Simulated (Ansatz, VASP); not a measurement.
# Ga4As3P (random alloy of the zinc-blende GaP-GaAs line, x = 0.75): VASP beside Ansatz, part 2 of 2

Wanted: the spread between two codes on one cell, functional and k mesh. Of the first pair: The structure shown is the start of the Ansatz relaxation below; VASP solves that cell, so the two are compared at the walk's first step.

VASP 6.6.1 and Ansatz 0.2.0.

So far: The structure; Ansatz: relaxation, PBE.

### 3. VASP: single point, PBE, start cell, pair 1

Level of this step: PBE; plane waves and PAW (Ga_d, P, As) (VASP).

The same cell, functional and mesh now go to VASP, with its own data sets.

Lines of VASP's logs that name or quote its potential files are left out, and so is its time.

File INCAR:

```
SYSTEM = Ga4As3P
PREC = Accurate
ENCUT = 400
EDIFF = 1E-06
NELM = 120
ISMEAR = 0
SIGMA = 0.01
LREAL = Auto
ALGO = Normal
GGA = PE
NBANDS = 336
LORBIT = 11
LWAVE = .FALSE.
LCHARG = .FALSE.
ISIF = 2
LASPH = .TRUE.
GGA_COMPAT = .FALSE.
EFERMI = MIDGAP
NCORE = 2
```

File POSCAR:

```
Ga4As3P
1.0
   11.3800000000      0.0000000000      0.0000000000
    0.0000000000     11.3800000000      0.0000000000
    0.0000000000      0.0000000000     11.3800000000
Ga P As
32 8 24
Direct
    0.0028471002      0.9989191564      0.9990685413
    0.0030667838      0.2486643234      0.2505623902
    0.2494288225      0.9993321617      0.2519859402
    0.2500702988      0.2510193322      0.9980667838
    0.0015817223      0.9987961336      0.4997803163
    0.9987785589      0.2492970123      0.7487873462
    0.2480404218      0.0004130053      0.7529173989
    0.2486906854      0.2529701230      0.5000878735
    0.0002108963      0.5010808436      0.0005272408
    0.9996309315      0.7510281195      0.2514674868
    0.2486731107      0.5021968366      0.2508963093
    0.2519859402      0.7526713533      0.0038400703
    0.0002811951      0.5015377856      0.5005536028
    0.0004042179      0.7513356766      0.7496133568
    0.2503514938      0.5002108963      0.7488224956
    0.2521089631      0.7503339192      0.4993409490
    0.4994024605      0.0000790861      0.9989103691
    0.5007117750      0.2510369069      0.2480843585
    0.7495342707      0.0000615114      0.2475922671
    0.7506239016      0.2476889279      0.9999297012
    0.4999560633      0.9986379613      0.5022407733
    0.5028558875      0.2505887522      0.7478910369
    0.7478383128      0.0009666081      0.7513884007
    0.7514059754      0.2500790861      0.4996660808
    0.5009314587      0.5002372583      0.0001405975
    0.4994463972      0.7457205624      0.2518277680
    0.7497627417      0.4997891037      0.2500263620
    0.7504393673      0.7494815466      0.0008699473
    0.5038488576      0.4966695958      0.4988576450
    0.5000790861      0.7495957821      0.7523374341
    0.7477592267      0.5005536028      0.7508787346
    0.7509929701      0.7504217926      0.5004920914
    0.1231107206      0.1265202109      0.1209578207
    0.3770123023      0.3765817223      0.1258787346
    0.1233567663      0.1245342707      0.6259314587
    0.3763005272      0.1246572935      0.8734358524
    0.1266432337      0.8755008787      0.3765641476
    0.3756590510      0.6252108963      0.8769859402
    0.6260896309      0.6254130053      0.1262038664
    0.6288400703      0.8757820738      0.3748242531
    0.1245606327      0.3775659051      0.3713796134
    0.3730667838      0.1247012302      0.3734622144
    0.1235061511      0.3738224956      0.8749824253
    0.3738840070      0.3753427065      0.6286906854
    0.1243760984      0.6229876977      0.1243936731
    0.3744815466      0.6258611599      0.3748681898
    0.3725483304      0.8724604569      0.1241124780
    0.1214499121      0.6244639719      0.6264586995
    0.1246485062      0.8753339192      0.8757205624
    0.3738840070      0.8757381371      0.6251405975
    0.6262302285      0.1242091388      0.1271528998
    0.6252987698      0.3763005272      0.3733216169
    0.8755536028      0.1264938489      0.3734885764
    0.8721616872      0.3769683656      0.1257205624
    0.6284622144      0.1217311072      0.6271704745
    0.6265202109      0.3746836555      0.8739367311
    0.8739015817      0.1259138840      0.8729876977
    0.8748242531      0.3765289982      0.6263181019
    0.8730316344      0.6240861160      0.3732513181
    0.8746924429      0.8767311072      0.1253778559
    0.6265817223      0.6294376098      0.6245606327
    0.6244991213      0.8762038664      0.8744376098
    0.8772671353      0.6248066784      0.8739191564
    0.8748681898      0.8770386643      0.6256502636
```

File KPOINTS:

```
Automatic mesh
0
Gamma
1 1 1
0 0 0
```

PAW data sets: Ga_d, P and As (PBE family, release 64).

Run with:

```bash
mpirun -np 8 vasp_gam
```

Numbers of over 12 decimals in the logs are rounded to 6 here.

What it wrote:

```text
[banner, memory and clock lines left out]
running    8 mpi-ranks, on    1 nodes
[...]
LDA part: xc-table for (Slater+PW92), standard interpolation
 POSCAR, INCAR and KPOINTS ok, starting setup
[...]
entering main loop
       N       E                     dE             d eps       ncg     rms          rms(c)
DAV:   1     0.886476748054E+04    0.88648E+04   -0.20584E+05   720   0.244E+03
DAV:   2     0.215849705222E+04   -0.67063E+04   -0.64854E+04   672   0.692E+02
DAV:   3     0.341264643673E+02   -0.21244E+04   -0.20005E+04   856   0.240E+02
DAV:   4    -0.254498448540E+03   -0.28862E+03   -0.27843E+03   840   0.854E+01
[...]
DAV:  17    -0.264552050683E+03   -0.18958E-05   -0.48215E-05   904   0.283E-02    0.125E-02
DAV:  18    -0.264552048909E+03    0.17738E-05   -0.13965E-05   768   0.461E-02    0.599E-03
DAV:  19    -0.264552049035E+03   -0.12651E-06   -0.16726E-06   416   0.127E-02
   1 F= -.26455205E+03 E0= -.26455205E+03  d E =0.000000E+00
```

Parts of OUTCAR (step 3):

```text
  Total        0.4997539      0.5492863      0.4682808      0.8111512      1.2625497     -0.6540605
  in kB        0.5433003      0.5971488      0.5090848      0.8818315      1.3725630     -0.7110526
  external PRESSURE =       0.5498446 kB  Pullay stress =       0.0000000 kB

 POSITION                                       TOTAL-FORCE (eV/Angst)
 -----------------------------------------------------------------------------------
      0.03240     11.36770     11.36940        -0.145452      0.583562      0.304096
      0.03490      2.82980      2.85140        -0.052512     -0.116710     -0.674826
      2.83850     11.37240      2.86760        -0.766845      0.035093     -0.382333
      2.84580      2.85660     11.35800         0.494720     -0.346387      0.404692
      0.01800     11.36630      5.68750         0.465063      0.202710     -0.012874
     11.36610      2.83700      8.52120         0.359541     -0.268500     -0.315260
      2.82270      0.00470      8.56820         0.152220      0.718426     -0.258753
      2.83010      2.87880      5.69100        -0.335805     -0.489594      0.275373
      0.00240      5.70230      0.00600        -0.169108     -0.251401     -0.058052
     11.37580      8.54670      2.86170         0.357937      0.252989      0.207145
      2.82990      5.71500      2.85520         0.577604     -0.381254     -0.534072
      2.86760      8.56540      0.04370        -0.127385     -0.818887     -0.773431
      0.00320      5.70750      5.69630        -0.237944     -0.160618     -0.189101
      0.00460      8.55020      8.53060        -0.177353      0.084595      0.045224
[...]
-----------------------------------------------------------------------------------
    total drift:                               -0.019540      0.014545     -0.012589

  FREE ENERGIE OF THE ION-ELECTRON SYSTEM (eV)
  ---------------------------------------------------
  free  energy   TOTEN  =      -264.5520490355 eV

  energy  without entropy=     -264.5520490355  energy(sigma->0) =     -264.55204904

[... 2 further parts left out ...]
```

The run ends at a pressure of 0.05 GPa, with forces up to 1.1 eV/Å.

### 4. Differences

Known differences besides the potentials themselves: fixed occupations in Ansatz, narrow Gaussian smearing in VASP; the data sets hold 816 valence electrons in Ansatz (on its default PAW (the set named soft_2) files) and 576 in VASP; the cutoff is 420 eV in Ansatz and 400 eV in VASP (PREC = Accurate, projectors in real space). Total energies have different zeros and are not compared.

Forces on 8 of the 64 atoms, those with the largest forces and the largest differences (eV/Å; atoms numbered as in POSCAR):

| atom | Ansatz x, y, z | VASP x, y, z |
| --- | --- | --- |
| Ga1 | -0.150, 0.573, 0.295 | -0.145, 0.584, 0.304 |
| Ga3 | -0.753, 0.037, -0.382 | -0.767, 0.035, -0.382 |
| Ga11 | 0.568, -0.374, -0.527 | 0.578, -0.381, -0.534 |
| Ga12 | -0.130, -0.808, -0.763 | -0.127, -0.819, -0.773 |
| Ga15 | 0.094, 0.429, 0.704 | 0.099, 0.436, 0.713 |
| Ga26 | 0.830, 0.491, -0.211 | 0.846, 0.493, -0.215 |
| As47 | 0.575, 0.474, 0.500 | 0.582, 0.480, 0.496 |
| As55 | -0.402, 0.439, -0.497 | -0.410, 0.443, -0.498 |

The forces differ by 5.4 meV/Å r.m.s., which is 1.7 % of the r.m.s. force of 0.316 eV/Å (both taken over all components).

### 5. Ansatz: relaxation, PBE

This run makes the geometry at which the two programs are then compared. The cell compared in this pair holds 1471.79 Å³, against 1473.76 Å³ for the pair before.

The structure compared here is the end of the Ansatz relaxation.

This is the run of step 2 again, met here at its other cell.

### 6. VASP: single point, PBE, relaxed cell, pair 2

The same cell, functional and mesh now go to VASP, with its own data sets.

Edit INCAR of step 3 so:

```diff
@@ -2,3 +2,3 @@
 PREC = Accurate
-ENCUT = 400
+ENCUT = 500
 EDIFF = 1E-06
```

File POSCAR:

```
Ga4As3P
1.0
   11.3746710000     -0.0001230000     -0.0007050000
   -0.0001230000     11.3758050000     -0.0001640000
   -0.0007050000     -0.0001640000     11.3742800000
Ga P As
32 8 24
Direct
    0.0039100000      0.0030700000      0.0038300000
    0.0033500000      0.2465300000      0.2463800000
    0.2444600000      0.9995700000      0.2497000000
    0.2536100000      0.2473500000      0.0034600000
    0.0070800000      0.0002400000      0.5006400000
    0.0045600000      0.2468900000      0.7469200000
    0.2506700000      0.0070900000      0.7502000000
    0.2474000000      0.2468100000      0.5036500000
    0.0007900000      0.4996200000      0.0001900000
    0.0039900000      0.7537700000      0.2535500000
    0.2540700000      0.4965400000      0.2465600000
    0.2541300000      0.7478800000      0.9973600000
    0.0002700000      0.5002700000      0.4989600000
    0.9998900000      0.7513800000      0.7504400000
    0.2539100000      0.5031400000      0.7542000000
    0.2477000000      0.7543700000      0.4958800000
    0.4954900000      0.0032900000      0.9968700000
    0.4956500000      0.2534800000      0.2464000000
    0.7467300000      0.9973500000      0.2532100000
    0.7500100000      0.2503700000      0.9999400000
    0.5025500000      0.9964000000      0.4959200000
    0.4961800000      0.2470600000      0.7542100000
    0.7505300000      0.9990600000      0.7504800000
    0.7503700000      0.2499800000      0.4988600000
    0.4964500000      0.5032500000      0.0037600000
    0.5059600000      0.7509800000      0.2494100000
    0.7470900000      0.5037200000      0.2461700000
    0.7465800000      0.7474400000      0.0040400000
    0.4990800000      0.4997900000      0.5003600000
    0.4956900000      0.7470000000      0.7534300000
    0.7494400000      0.4997000000      0.7501600000
    0.7469400000      0.7539200000      0.4971700000
    0.1275600000      0.1250000000      0.1250300000
    0.3749500000      0.3751500000      0.1229800000
    0.1264400000      0.1242000000      0.6251900000
    0.3729500000      0.1261700000      0.8762900000
    0.1255000000      0.8774300000      0.3749100000
    0.3758800000      0.6243900000      0.8774000000
    0.6228900000      0.6254300000      0.1250400000
    0.6248200000      0.8743800000      0.3738500000
    0.1264500000      0.3731900000      0.3738500000
    0.3733000000      0.1243100000      0.3739800000
    0.1281100000      0.3732300000      0.8761500000
    0.3740500000      0.3741700000      0.6271000000
    0.1272300000      0.6255000000      0.1252300000
    0.3760000000      0.6263400000      0.3729300000
    0.3751500000      0.8754800000      0.1254100000
    0.1265700000      0.6263000000      0.6250100000
    0.1274700000      0.8771900000      0.8752700000
    0.3740900000      0.8763900000      0.6251600000
    0.6229400000      0.1251100000      0.1249700000
    0.6238700000      0.3759800000      0.3728100000
    0.8773000000      0.1230800000      0.3748000000
    0.8752400000      0.3750300000      0.1252500000
    0.6238800000      0.1241700000      0.6250100000
    0.6219400000      0.3761800000      0.8771700000
    0.8772400000      0.1250300000      0.8752200000
    0.8762100000      0.3742000000      0.6250100000
    0.8741900000      0.6271800000      0.3738900000
    0.8753000000      0.8753600000      0.1268500000
    0.6237700000      0.6263200000      0.6251300000
    0.6228200000      0.8742700000      0.8762100000
    0.8742000000      0.6253500000      0.8761900000
    0.8761900000      0.8762300000      0.6231200000
```

KPOINTS is that of step 3.

Run with:

```bash
mpirun -np 8 vasp_gam
```

What it wrote:

```text
[... set-up lines as in an earlier step ...]
 entering main loop
       N       E                     dE             d eps       ncg     rms          rms(c)
DAV:   1     0.100101903143E+05    0.10010E+05   -0.23103E+05   736   0.279E+03
DAV:   2     0.247763907020E+04   -0.75326E+04   -0.72713E+04   672   0.804E+02
DAV:   3     0.762198336051E+02   -0.24014E+04   -0.22754E+04   848   0.271E+02
DAV:   4    -0.249142671749E+03   -0.32536E+03   -0.31229E+03   824   0.941E+01
[...]
DAV:  17    -0.265472080265E+03   -0.18470E-05   -0.11331E-04   784   0.919E-02    0.889E-03
DAV:  18    -0.265472081366E+03   -0.11008E-05   -0.12019E-05   728   0.166E-02    0.528E-03
DAV:  19    -0.265472081901E+03   -0.53518E-06   -0.34618E-06   528   0.867E-03
   1 F= -.26547208E+03 E0= -.26547208E+03  d E =0.000000E+00
```

From OUTCAR (step 6):

```text
  Total        1.1629008      1.0828962      1.0952297      0.0065956      0.0080723      0.0410958
  in kB        1.2659261      1.1788336      1.1922598      0.0071800      0.0087875      0.0447367
  external PRESSURE =       1.2123399 kB  Pullay stress =       0.0000000 kB

 POSITION                                       TOTAL-FORCE (eV/Angst)
 -----------------------------------------------------------------------------------
      0.04447      0.03492      0.04356         0.005331      0.002904      0.006567
      0.03790      2.80444      2.80235         0.010661     -0.009916     -0.007949
      2.78035     11.37084      2.83982        -0.014162      0.007550      0.002249
      2.88470      2.81377      0.03914         0.013185     -0.011703      0.008119
      0.08018      0.00265      5.69441         0.015798      0.002247     -0.013414
      0.05131      2.80845      8.49563         0.010912     -0.011558     -0.009299
      2.85076      0.08050      8.53281        -0.003747      0.012082     -0.003815
      2.81371      2.80755      5.72844        -0.007811     -0.014855      0.009026
      0.00892      5.68358      0.00208         0.002453      0.000618     -0.002748
      0.04511      8.57470      2.88382         0.011572      0.018224      0.003577
      2.88973      5.64847      2.80418         0.010850     -0.012811     -0.014060
      2.88985      8.50754     11.34395         0.011327     -0.018220     -0.015406
      0.00266      5.69089      5.67523         0.002697      0.001200      0.003224
     11.37280      8.54731      8.53489         0.005461     -0.006030     -0.001408
[...]
-----------------------------------------------------------------------------------
    total drift:                               -0.010996      0.009191      0.006792

  FREE ENERGIE OF THE ION-ELECTRON SYSTEM (eV)
  ---------------------------------------------------
  free  energy   TOTEN  =      -265.4720819014 eV

  energy  without entropy=     -265.4720819014  energy(sigma->0) =     -265.47208190

[... 1 part as in an earlier step ...]

[... 1 further part left out ...]
```

The run ends at a pressure of 0.12 GPa, with forces up to 0.027 eV/Å.

### 7. Comparison

What differs besides the data sets and the points named for the pairs above, as far as they apply: the data sets hold 816 valence electrons in Ansatz (on its default PAW (the set named soft_2) files) and 576 in VASP; the cutoff is 420 eV in Ansatz and 500 eV in VASP (PREC = Accurate, projectors in real space). Total energies have different zeros and are not compared.

Compared:

| quantity | Ansatz | VASP | difference |
| --- | --- | --- | --- |
| pressure (GPa) | 0.00 | 0.12 | -0.12 |
| gap on the k mesh (eV) | 0.458 | 0.459 | -0.001 |

The largest component of a force difference here is 15 meV/Å. A gap on the mesh is an upper bound, since the band edges may lie between its points.

### 8. Outcome

| Quantity | Value |
| --- | --- |
| r.m.s. force difference (single point, PBE, start cell, pair 1) | 1.7 % of the r.m.s. force |
| difference in gap on the k mesh (single point, PBE, relaxed cell, pair 2) | -9.6e-4 eV |

What this shows: The r.m.s. force difference is 1.7 % of the r.m.s. force (single point, PBE, start cell, pair 1), within the 3 % picked in this series as the mark of a large difference. The data sets hold unlike numbers of valence electrons (816 in Ansatz and 576 in VASP), so part of the differences may come from the potentials. Such differences can come from data sets, numerical settings and the points named under the comparisons, not from the functional's error against experiment.

[Lines on the potential files, build, host, timing and source positions are cut from VASP's logs without a mark.]

[Logs are printed without paths, hosts, clocks, repeated set-up lines and the standing remarks that a program may print on its own settings, such as how far it seeks lower states.]

[Hosts, paths, dates, database ids (printed as entryN), source tags and the programs' standing remarks are cut or masked in the printed files.]
